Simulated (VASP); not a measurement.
# SrCd: F adatom to the next equal site

How hard is this move in SrCd: F adatom to the next equal site? Both ends are relaxed first, then a band of images between them. The start is a cell from a database of measured crystal structures.

Main program and level: VASP 6.6.1; PBEsol, spin-polarised, with small moments to start from; plane waves and PAW (Sr_sv, Cd, F).

**1. Starting point**

The cell holds 17 atoms: 8 Sr, 8 Cd and 1 F. Its edges and angles: a = 8.006 Å, b = 5.661 Å, c = 23.492 Å, α = 90.0°, β = 90.0°, γ = 90.0°. It derives from SrCd, repeated 2×1×1. The (1 1 0) slab of SrCd, cut from the database cell. Vacuum lies along c.

**2. Relax the start**

A path needs two true minima; the start is relaxed with symmetry off.

INCAR

```
SYSTEM = Sr8Cd8F
PREC = Normal
ENCUT = 400
EDIFF = 1E-05
NELM = 120
ISMEAR = 0
SIGMA = 0.1
LREAL = Auto
ALGO = Fast
GGA = PS
NBANDS = 121
ISPIN = 2
MAGMOM = 0 0 0 0 0 0 0 0 0 0 0 0 0 0 0.6 0.6 0.6
LORBIT = 11
LWAVE = .FALSE.
LCHARG = .FALSE.
NCORE = 3
IBRION = 2
NSW = 50
ISIF = 2
EDIFFG = -0.04
POTIM = 0.4
MAXMIX = 40
ISYM = 0
```

POSCAR

```
Sr8Cd8F
1.0
    8.0060000000      0.0000000000      0.0000000000
    0.0000000000      5.6610968902      0.0000000000
    0.0000000000      0.0000000000     23.4916453353
Sr Cd F
8 8 1
Selective dynamics
Direct
    0.2500000000      0.0000000000      0.3192624400  F F F
    0.7500000000      0.0000000000      0.3192624400  F F F
    0.2500000000      0.5000000000      0.4397541500  F F F
    0.7500000000      0.5000000000      0.4397541500  F F F
    0.2481602446     -0.0005755420      0.5598353898  T T T
    0.7514959935      0.0001403336      0.5599968621  T T T
    0.2480466938      0.4990913696      0.6807444920  T T T
    0.7493115091      0.5045717777      0.6815946514  T T T
    0.0000000000      0.5000000000      0.3192624400  F F F
    0.5000000000      0.5000000000      0.3192624400  F F F
    0.0000000000      0.0000000000      0.4397541500  F F F
    0.5000000000      0.0000000000      0.4397541500  F F F
   -0.0012840529      0.4941775412      0.5603884239  T T T
    0.5002723310      0.4956639073      0.5596641737  T T T
   -0.0001799742     -0.0033376981      0.6806538962  T T T
    0.5002385287      0.0001257221      0.6803065202  T T T
    0.2514832577      0.0864817230      0.7430180582  T T T
```

KPOINTS

```
Automatic mesh
0
Gamma
2 3 1
0 0 0
```

PAW data sets: Sr_sv, Cd and F (PBE family, release 64).

The run is started by

```sh
$ mpirun -np 3 vasp_std
```

What it wrote:

```text
[banner, memory and clock lines left out]
running    3 mpi-ranks, on    1 nodes
 distrk:  each k-point on    3 cores,    1 groups
 distr:  one band on    3 cores,    1 groups

 POSCAR found type information on POSCAR SrCdF
 POSCAR found :  3 types and      17 ions
|                                                                             |
|               ----> ADVICE to this user running VASP <----                  |
|                                                                             |
|     You enforced a specific xc type in the INCAR file but a different       |
|     [... a line on the potential file left out ...]
|     I HOPE YOU KNOW WHAT YOU ARE DOING!                                     |
|                                                                             |

 LDA part: xc-table for (Slater+PW92), standard interpolation
 POSCAR, INCAR and KPOINTS ok, starting setup
 FFT: planning ... GRIDC
 FFT: planning ... GRID_SOFT
 FFT: planning ... GRID
 WAVECAR not read
 entering main loop
       N       E                     dE             d eps       ncg     rms          rms(c)
DAV:   1     0.121596968641E+04    0.12160E+04   -0.72974E+04  2160   0.104E+03
DAV:   2     0.696196912821E+02   -0.11463E+04   -0.11138E+04  2170   0.312E+02
DAV:   3    -0.268598743061E+02   -0.96480E+02   -0.95375E+02  2352   0.746E+01
DAV:   4    -0.345579869168E+02   -0.76981E+01   -0.76071E+01  3128   0.157E+01
DAV:   5    -0.352135245721E+02   -0.65554E+00   -0.65536E+00  3040   0.324E+00    0.484E+01
RMM:   6    -0.313754280489E+02    0.38381E+01   -0.10497E+01  1984   0.779E+00    0.252E+01
RMM:   7    -0.324257137935E+02   -0.10503E+01   -0.31874E+00  2008   0.340E+00    0.149E+01
RMM:   8    -0.322614686236E+02    0.16425E+00   -0.11533E+00  2152   0.198E+00    0.109E+01
RMM:   9    -0.310400524268E+02    0.12214E+01   -0.35432E-01  2213   0.122E+00    0.315E+00
RMM:  10    -0.310498686993E+02   -0.98163E-02   -0.75519E-02  2384   0.515E-01    0.175E+00
RMM:  11    -0.310944929081E+02   -0.44624E-01   -0.32663E-02  2428   0.318E-01    0.106E+00
RMM:  12    -0.311951257961E+02   -0.10063E+00   -0.28607E-02  2504   0.284E-01    0.421E-01
RMM:  13    -0.312648509587E+02   -0.69725E-01   -0.13646E-02  3003   0.165E-01    0.340E-01
RMM:  14    -0.313364680649E+02   -0.71617E-01   -0.11408E-02  3027   0.130E-01    0.312E-01
RMM:  15    -0.314849528134E+02   -0.14848E+00   -0.43667E-02  2649   0.192E-01    0.218E-01
RMM:  16    -0.315343702195E+02   -0.49417E-01   -0.12664E-02  2833   0.101E-01    0.187E-01
RMM:  17    -0.315767758308E+02   -0.42406E-01   -0.13586E-02  2800   0.979E-02    0.156E-01
RMM:  18    -0.316150882321E+02   -0.38312E-01   -0.18278E-02  2649   0.110E-01    0.100E-01
RMM:  19    -0.316560080483E+02   -0.40920E-01   -0.97762E-03  2705   0.693E-02    0.807E-02
RMM:  20    -0.316659950034E+02   -0.99870E-02   -0.23834E-03  2548   0.402E-02    0.629E-02
RMM:  21    -0.316786464397E+02   -0.12651E-01   -0.45271E-03  2401   0.534E-02    0.340E-02
RMM:  22    -0.316805396072E+02   -0.18932E-02   -0.11260E-03  2157   0.268E-02    0.251E-02
RMM:  23    -0.316816387028E+02   -0.10991E-02   -0.34017E-04  1807   0.170E-02    0.180E-02
RMM:  24    -0.316832500747E+02   -0.16114E-02   -0.42423E-04  1792   0.168E-02    0.123E-02
RMM:  25    -0.316838164219E+02   -0.56635E-03   -0.11887E-04  1624   0.101E-02    0.985E-03
RMM:  26    -0.316845862019E+02   -0.76978E-03   -0.95596E-05  1679   0.901E-03    0.655E-03
RMM:  27    -0.316850230288E+02   -0.43683E-03   -0.66739E-05  1426   0.689E-03    0.478E-03
RMM:  28    -0.316852445222E+02   -0.22149E-03   -0.38393E-05  1258   0.543E-03    0.329E-03
RMM:  29    -0.316853549446E+02   -0.11042E-03   -0.19791E-05  1073   0.441E-03    0.244E-03
RMM:  30    -0.316854024658E+02   -0.47521E-04   -0.85912E-06   904   0.353E-03    0.174E-03
RMM:  31    -0.316854482544E+02   -0.45789E-04   -0.79820E-06   912   0.330E-03    0.118E-03
RMM:  32    -0.316854646402E+02   -0.16386E-04   -0.52251E-06   764   0.274E-03    0.851E-04
RMM:  33    -0.316854686430E+02   -0.40028E-05   -0.22453E-06   671   0.245E-03
   1 F= -.31685469E+02 E0= -.31660188E+02  d E =-.316855E+02  mag=    -0.0013
 curvature:   0.00 expect dE= 0.000E+00 dE for cont linesearch  0.000E+00
 trial: gam= 0.00000 g(F)=  0.677E-01 g(S)=  0.000E+00 ort = 0.000E+00 (trialstep = 0.100E+01)
 search vector abs. value=  0.677E-01
 bond charge predicted
       N       E                     dE             d eps       ncg     rms          rms(c)
DAV:   1    -0.317248859271E+02   -0.39421E-01   -0.13289E+01  2136   0.739E+00    0.854E-01
RMM:   2    -0.317357984984E+02   -0.10913E-01   -0.30434E-01  2019   0.975E-01    0.427E-01
RMM:   3    -0.317498166526E+02   -0.14018E-01   -0.28695E-02  2139   0.324E-01    0.230E-01
RMM:   4    -0.317509987051E+02   -0.11821E-02   -0.74640E-03  2477   0.136E-01    0.184E-01
RMM:   5    -0.317509656789E+02    0.33026E-04   -0.21881E-03  2464   0.680E-02    0.965E-02
RMM:   6    -0.317513285850E+02   -0.36291E-03   -0.11443E-03  2275   0.435E-02    0.303E-02
RMM:   7    -0.317514608493E+02   -0.13226E-03   -0.56611E-04  2124   0.292E-02    0.213E-02
RMM:   8    -0.317515356390E+02   -0.74790E-04   -0.27487E-04  1953   0.195E-02    0.182E-02
RMM:   9    -0.317516110469E+02   -0.75408E-04   -0.15110E-04  1766   0.147E-02    0.113E-02
WARNING in EDDRMM: call to ZHEGV failed, returncode =   6  3     93
RMM:  10    -0.317516746288E+02   -0.63582E-04   -0.91242E-05  1598   0.116E-02    0.365E-03
RMM:  11    -0.317516903827E+02   -0.15754E-04   -0.47058E-05  1263   0.829E-03    0.302E-03
RMM:  12    -0.317517090500E+02   -0.18667E-04   -0.28416E-05  1170   0.655E-03    0.198E-03
RMM:  13    -0.317517196972E+02   -0.10647E-04   -0.18124E-05  1106   0.533E-03    0.999E-04
RMM:  14    -0.317517227373E+02   -0.30401E-05   -0.90588E-06   872   0.422E-03
   2 F= -.31751723E+02 E0= -.31725962E+02  d E =-.662541E-01  mag=     0.0004
[...]
WARNING in EDDRMM: call to ZHEGV failed, returncode =   6  3     90
[... from here on, the cycles between the ionic steps are left out ...]
   3 F= -.31922844E+02 E0= -.31895434E+02  d E =-.237375E+00  mag=     0.0006
[...]
WARNING in EDDRMM: call to ZHEGV failed, returncode =   8  4     78
[...]
WARNING in EDDRMM: call to ZHEGV failed, returncode =   6  3     75
   4 F= -.31877433E+02 E0= -.31845934E+02  d E =-.191964E+00  mag=     0.0005
   5 F= -.31991710E+02 E0= -.31963122E+02  d E =-.306242E+00  mag=    -0.0010
   6 F= -.32005973E+02 E0= -.31976344E+02  d E =-.320504E+00  mag=    -0.0014
[...]
WARNING in EDDRMM: call to ZHEGV failed, returncode =   8  4     77
   7 F= -.32007230E+02 E0= -.31977862E+02  d E =-.321762E+00  mag=    -0.0010
   8 F= -.32040180E+02 E0= -.32009213E+02  d E =-.329499E-01  mag=    -0.0001
   9 F= -.32062434E+02 E0= -.32028832E+02  d E =-.552035E-01  mag=     0.0027
  10 F= -.32084183E+02 E0= -.32049896E+02  d E =-.217492E-01  mag=    -0.0015
  11 F= -.32084203E+02 E0= -.32049928E+02  d E =-.217687E-01  mag=    -0.0005
  12 F= -.32095871E+02 E0= -.32061768E+02  d E =-.116688E-01  mag=    -0.0020
[...]
WARNING in EDDRMM: call to ZHEGV failed, returncode =   8  4     60
[...]
WARNING in EDDRMM: call to ZHEGV failed, returncode =   6  3     48
WARNING in EDDRMM: call to ZHEGV failed, returncode =   6  3     35
[...]
WARNING in EDDRMM: call to ZHEGV failed, returncode =   6  3     87
  13 F= -.32107096E+02 E0= -.32073334E+02  d E =-.228930E-01  mag=     0.0032
[...]
WARNING in EDDRMM: call to ZHEGV failed, returncode =   6  3     58
  14 F= -.32102350E+02 E0= -.32069515E+02  d E =-.181470E-01  mag=     0.0067
  15 F= -.32109721E+02 E0= -.32076266E+02  d E =-.255180E-01  mag=     0.0009
[...]
WARNING in EDDRMM: call to ZHEGV failed, returncode =   8  4     83
  16 F= -.32114015E+02 E0= -.32080259E+02  d E =-.429407E-02  mag=     0.0001
[...]
WARNING in EDDRMM: call to ZHEGV failed, returncode =   6  3     87
WARNING in EDDRMM: call to ZHEGV failed, returncode =   6  3     80
  17 F= -.32114234E+02 E0= -.32080411E+02  d E =-.451384E-02  mag=    -0.0001
  18 F= -.32117680E+02 E0= -.32083749E+02  d E =-.344538E-02  mag=     0.0002
  19 F= -.32120256E+02 E0= -.32086224E+02  d E =-.602195E-02  mag=     0.0018
[...]
WARNING in EDDRMM: call to ZHEGV failed, returncode =   6  3     74
  20 F= -.32120476E+02 E0= -.32086337E+02  d E =-.624194E-02  mag=     0.0063
  21 F= -.32121130E+02 E0= -.32087022E+02  d E =-.689579E-02  mag=     0.0018
  22 F= -.32124143E+02 E0= -.32090070E+02  d E =-.301325E-02  mag=    -0.0022
[...]
WARNING in EDDRMM: call to ZHEGV failed, returncode =   8  4     62
[...]
WARNING in EDDRMM: call to ZHEGV failed, returncode =   6  3     89
[...]
WARNING in EDDRMM: call to ZHEGV failed, returncode =   8  4     74
[...]
WARNING in EDDRMM: call to ZHEGV failed, returncode =   8  4     93
  23 F= -.32127141E+02 E0= -.32093116E+02  d E =-.601052E-02  mag=     0.0008
[...]
WARNING in EDDRMM: call to ZHEGV failed, returncode =   6  3     60
  24 F= -.32129383E+02 E0= -.32095476E+02  d E =-.825307E-02  mag=    -0.0015
 curvature: -21.28 expect dE=-0.138E-01 dE for cont linesearch -0.513E-04
 trial: gam= 0.13730 g(F)=  0.646E-03 g(S)=  0.000E+00 ort =-0.107E-03 (trialstep = 0.518E+01)
 search vector abs. value=  0.706E-03
 bond charge predicted
       N       E                     dE             d eps       ncg     rms          rms(c)
DAV:   1    -0.321262068679E+02    0.31727E-02   -0.45161E+00  2114   0.486E+00    0.374E-01
RMM:   2    -0.321189319118E+02    0.72750E-02   -0.70930E-02  2019   0.584E-01    0.390E-01
RMM:   3    -0.321268784850E+02   -0.79466E-02   -0.84393E-03  2128   0.199E-01    0.179E-01
RMM:   4    -0.321307807155E+02   -0.39022E-02   -0.36951E-03  2259   0.112E-01    0.156E-01
RMM:   5    -0.321306708288E+02    0.10989E-03   -0.10061E-03  2325   0.504E-02    0.134E-01
RMM:   6    -0.321300941765E+02    0.57665E-03   -0.47387E-04  2156   0.356E-02    0.639E-02
RMM:   7    -0.321299654488E+02    0.12873E-03   -0.23608E-04  2135   0.282E-02    0.316E-02
RMM:   8    -0.321305937058E+02   -0.62826E-03   -0.10605E-04  1936   0.156E-02    0.273E-02
RMM:   9    -0.321309618420E+02   -0.36814E-03   -0.73096E-05  1811   0.125E-02    0.151E-02
RMM:  10    -0.321311705927E+02   -0.20875E-03   -0.49065E-05  1556   0.982E-03    0.820E-03
RMM:  11    -0.321312099853E+02   -0.39393E-04   -0.17269E-05  1194   0.607E-03    0.605E-03
RMM:  12    -0.321312672714E+02   -0.57286E-04   -0.16456E-05  1190   0.527E-03    0.347E-03
RMM:  13    -0.321312926156E+02   -0.25344E-04   -0.89972E-06  1003   0.410E-03    0.218E-03
RMM:  14    -0.321313074210E+02   -0.14805E-04   -0.67825E-06   887   0.334E-03    0.170E-03
RMM:  15    -0.321313057126E+02    0.17084E-05   -0.38681E-06   830   0.298E-03
  25 F= -.32131306E+02 E0= -.32097280E+02  d E =-.192245E-02  mag=     0.0037
 trial-energy change:   -0.001922  1 .order   -0.001963   -0.003271   -0.000655
 step:   6.6496(harm=  6.4744)  dis= 0.01022  next Energy=   -32.131398 (dE=-0.201E-02)
 reached required accuracy - stopping structural energy minimisation
```

Elapsed: 28 min, on 3 MPI ranks of Intel Xeon 6975P-C (Granite Rapids), shared host; peak memory 1.1 GiB; 84 min of CPU time.

The logs omit lines about the potential files and the build; timing stands in the text.

[end of part 1 of 4]

[Lines on the potential files, build, host, timing and source positions are cut from VASP's logs without a mark.]

[Logs are printed without paths, hosts, clocks, repeated set-up lines and the standing remarks that a program may print on its own settings, such as how far it seeks lower states.]

[Hosts, paths, dates, database ids (printed as entryN), source tags and the programs' standing remarks are cut or masked in the printed files.]

[Runs that stopped without an error message from VASP are left out.]
